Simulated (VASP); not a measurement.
# ZnCu (P4/mmm) in VASP: further runs, part 2 of 2

VASP 6.6.1. The steps go on from the part before.

## (3) Single point, LDA (strain +0.050 along x and y, -0.050 along z, atoms carried along)

INCAR reads:

```
SYSTEM = ZnCu
PREC     = Accurate       ! precision mode
ENCUT    = 520            ! plane-wave cutoff, eV
EDIFF    = 1E-6           ! SCF threshold, eV
ISMEAR   = 0              ! smearing method
SIGMA    = 0.15           ! smearing width, eV
LREAL    = .FALSE.        ! projectors in reciprocal space
LASPH    = .TRUE.         ! aspherical terms in the spheres
NELM     = 100            ! most SCF steps
ALGO     = Fast           ! electronic algorithm
ISIF     = 2              ! what is computed and relaxed
LWAVE    = .FALSE.        ! write WAVECAR
LCHARG   = .FALSE.        ! write CHGCAR
GGA      = CA             ! functional
NBANDS   = 18             ! bands
```

KPOINTS reads:

```
regular mesh
0
G
  16 16 16
  0 0 0
```

POSCAR reads:

```
ZnCu
1.0
    3.0922500000      0.0000000000      0.0000000000
    0.0000000000      3.0922500000      0.0000000000
    0.0000000000      0.0000000000      2.7977500000
Zn Cu
1 1
Direct
    0.5000000000      0.5000000000      0.5000000000
    0.0000000000      0.0000000000      0.0000000000
```

Potentials or basis: VASP PAW LDA potentials, release 64 (Zn, Cu).

On the command line:

```bash
cat potpaw_LDA.64/Zn/POTCAR potpaw_LDA.64/Cu/POTCAR > POTCAR
mpirun -np 1 vasp_std > vasp.out
```

OUTCAR:

```text
SYSTEM = ZnCu
   PREC = Accurate
   ENCUT = 520
   EDIFF = 1E-6
   ISMEAR = 0
   LREAL = .FALSE.
   LASPH = .TRUE.
   NELM = 100
   ISIF = 2
   GGA = CA

 ion  position               nearest neighbor table
   1  0.500  0.500  0.500-   2 2.60   2 2.60   2 2.60   2 2.60   2 2.60   2 2.60   2 2.60   2 2.60

   2  0.000  0.000  0.000-   1 2.60   1 2.60   1 2.60   1 2.60   1 2.60   1 2.60   1 2.60   1 2.60

  LATTYP: Found a simple tetragonal cell.
 ALAT       =     3.0922500000
 C/A-ratio  =     0.9047619048

  Lattice vectors:

 A1 = (   3.0922500000,   0.0000000000,   0.0000000000)
 A2 = (   0.0000000000,   3.0922500000,   0.0000000000)
 A3 = (   0.0000000000,   0.0000000000,   2.7977500000)

Analysis of symmetry for initial positions (statically):
=====================================================================
 Subroutine PRICEL returns:
 Original cell was already a primitive cell.

 Routine SETGRP: Setting up the symmetry group for a
 simple tetragonal supercell.

 Subroutine GETGRP returns: Found 16 space group operations
 (whereof 16 operations were pure point group operations)
 out of a pool of 16 trial point group operations.

The static configuration has the point symmetry D_4h.

Analysis of symmetry for dynamics (positions and initial velocities):
=====================================================================
 Subroutine PRICEL returns:
 Original cell was already a primitive cell.

 Routine SETGRP: Setting up the symmetry group for a
 simple tetragonal supercell.

 Subroutine GETGRP returns: Found 16 space group operations
 (whereof 16 operations were pure point group operations)
 out of a pool of 16 trial point group operations.

The dynamic configuration has the point symmetry D_4h.

 Subroutine INISYM returns: Found 16 space group operations
 (whereof 16 operations are pure point group operations),
 and found     1 'primitive' translations

[... 115 lines left out ...]
  volume/ion in A,a.u.               =      13.38        90.27
  Fermi-wavevector in a.u.,A,eV,Ry     =   1.556675  2.941690 32.970161  2.423238
  Thomas-Fermi vector in A             =   2.660437
   LORBIT       =      0    0 simple, 1 ext, 2 COOP (PROOUT), +10 PAW based schemes
   GGA     = CA    functional components
   LHFCALC =     F    Hartree Fock is set to
   AEXX    =    0.0000 exact exchange contribution
   IVDW    =     0    specifies the selected vdW correction
   LEPSILON=     F    determine dielectric tensor
   LRPA    =     F    only Hartree local field effects (RPA)
 non-spin polarized calculation
 RMM-DIIS sequential band-by-band and
 Gauss-broadening in eV      SIGMA  =   0.15
  energy-cutoff  :      520.00
  volume of cell :       26.75
 maximum number of plane-waves:       736
 NGX is ok and might be reduce to    24
   NGX = 11   NGY = 11   NGZ = 11

 number of electron      22.9999971 magnetization

 Free energy of the ion-electron system (eV)
  ---------------------------------------------------
  ext. energy  EPLUGINS =         0.00000000
  ---------------------------------------------------
  free energy    TOTEN  =        -6.65095447 eV

  energy without entropy =       -6.64469160  energy(sigma->0) =       -6.64782303

 E-fermi :   4.8688     XC(G=0): -12.4989

 val. band max:        4.8644473262   @ k =   0.3750   0.3750   0.4375
 cond. band min:       4.8793892590   @ k =   0.3125   0.3125   0.0625
 fundamental gap:      0.0149419329
 Fermi energy:         4.8687962383

 k-point     1 :       0.0000    0.0000    0.0000
  band No.  band energies     occupation
      1      -5.1211      2.00000
      2      -2.9578      2.00000
      3      -2.8770      2.00000
      4      -2.3685      2.00000
      5      -2.2371      2.00000
      6      -2.2371      2.00000
[... 481 lines left out ...]
      5      -2.2157      2.00000
      6      -0.7916      2.00000
[... 10 lines left out ...]
     17      19.9497      0.00000
     18      20.7880      0.00000

 [... further k-points ...]

------------------------ aborting loop because EDIFF is reached ----------------------------------------

  FORCE on cell =-STRESS in cart. coord.  units (eV):
  Direction    XX          YY          ZZ          XY          YZ          ZX
  --------------------------------------------------------------------------------------
  -------------------------------------------------------------------------------------
  Total       -2.3471145     -2.3471145     -1.9968932      0.0000000     -0.0000000      0.0000000
  in kB     -140.5680960   -140.5680960   -119.5934266      0.0000000     -0.0000000      0.0000000
  external PRESSURE =    -133.5765396 kB  Pullay stress =       0.0000000 kB

 VOLUME and BASIS-vectors are now :
 -----------------------------------------------------------------------------
  energy-cutoff  :      520.00
  volume of cell :       26.75
      direct lattice vectors                 reciprocal lattice vectors
     3.092250000  0.000000000  0.000000000     0.323389118  0.000000000  0.000000000
     0.000000000  3.092250000  0.000000000     0.000000000  0.323389118  0.000000000
     0.000000000  0.000000000  2.797750000     0.000000000  0.000000000  0.357430078

 POSITION                                       TOTAL-FORCE (eV/Angst)
 -----------------------------------------------------------------------------------
      1.54612      1.54612      1.39888         0.000000      0.000000      0.000000
      0.00000      0.00000      0.00000         0.000000      0.000000      0.000000
 -----------------------------------------------------------------------------------
    total drift:                                0.000000      0.000000     -0.000000

  FREE ENERGIE OF THE ION-ELECTRON SYSTEM (eV)
  ---------------------------------------------------
  free  energy   TOTEN  =        -6.6509544663 eV

  energy  without entropy=       -6.6446916004  energy(sigma->0) =       -6.64782303
```

It took 95 s on 1 thread of AMD EPYC 9R45 (Zen 5), shared host; peak memory 0.27 GiB.

Results:

| Item | Value |
| --- | --- |
| Free energy | -6.6510 eV |
| Pressure | -13.4 GPa |
| Band gap on the k mesh | none (metal or under the smearing width) |

## (4) Single point, LDA (strain -0.050 along x and y, -0.050 along z, atoms carried along)

INCAR reads:

```
SYSTEM = ZnCu
PREC = Accurate
ENCUT = 520
EDIFF = 1E-7
ISMEAR = 0
SIGMA = 0.15
LREAL = .FALSE.
LASPH = .TRUE.
NELM = 80
ALGO = Fast
ISIF = 2
LWAVE = .FALSE.
LCHARG = .FALSE.
NBANDS = 18
```

KPOINTS reads:

```
Automatic mesh
0
G
  16 16 16
  0 0 0
```

POSCAR reads:

```
ZnCu
1.0
    2.7977500000      0.0000000000      0.0000000000
    0.0000000000      2.7977500000      0.0000000000
    0.0000000000      0.0000000000      2.7977500000
Zn Cu
1 1
Direct
    0.5000000000      0.5000000000      0.5000000000
    0.0000000000      0.0000000000      0.0000000000
```

On the command line:

```bash
cat potpaw_LDA.64/Zn/POTCAR potpaw_LDA.64/Cu/POTCAR > POTCAR
mpirun -np 1 vasp_std > vasp.out
```

Wall time 48 s (1 thread of AMD EPYC 9R45 (Zen 5), shared host); peak memory 0.15 GiB.

Results (log left out):

```yaml
Free_energy: -6.7116 eV
Pressure: 15.5 GPa
Band_gap_on_the_k_mesh: none (metal or under the smearing width)
```

Levels at points of the mesh, in eV from the Fermi level:
| k point | band 8 | band 9 | band 10 | band 11 | band 12 | band 13 | band 14 | band 15 | band 16 | band 17 |
| --- | --- | --- | --- | --- | --- | --- | --- | --- | --- | --- |
| (0.00, 0.00, 0.00) | -4.16 | -3.14 | -3.14 | -3.14 | 6.67 | 6.67 | 6.67 | 12.35 | 12.35 | 14.70 |
| (0.50, 0.00, 0.00) | -4.41 | -3.88 | -3.88 | -3.27 | -2.25 | 12.99 | 12.99 | 13.59 | 13.59 | 14.52 |
| (0.50, 0.50, 0.00) | -3.28 | -3.28 | -2.86 | -2.45 | -2.45 | 2.37 | 2.67 | 15.45 | 16.74 | 16.74 |
| (0.50, 0.50, 0.50) | -5.15 | -2.83 | -2.83 | 4.70 | 4.70 | 4.70 | 4.82 | 4.98 | 4.98 | 4.98 |

Caveat: so large a pressure means that the cell lies far from this level's equilibrium, or that cutoff or potentials fall short.

## (5) Overview

```tsv
cell	further INCAR settings	gap on the mesh (eV)	pressure (GPa)
strain +0.050 along x and y, +0.000 along z, atoms carried along	ALGO = Fast; EDIFF = 1e-07; NBANDS = 18	none	-16.7
strain +0.050 along x and y, -0.050 along z, atoms carried along	ALGO = Fast; EDIFF = 1e-06; NBANDS = 18	none	-13.4
strain -0.050 along x and y, -0.050 along z, atoms carried along	ALGO = Fast; EDIFF = 1e-07; NBANDS = 18	none	15.5
```

Alike in all rows: task single point; level LDA; potentials or basis VASP PAW LDA potentials, release 64 (Zn, Cu); no spin polarisation; k mesh 16 × 16 × 16; cutoff (eV) 520; smearing gaussian 0.15 eV.

Caveats: so large a pressure means that the cell lies far from this level's equilibrium, or that cutoff or potentials fall short (some runs).

Total energies depend on the potentials used, so only differences within one code and one set of settings carry meaning.
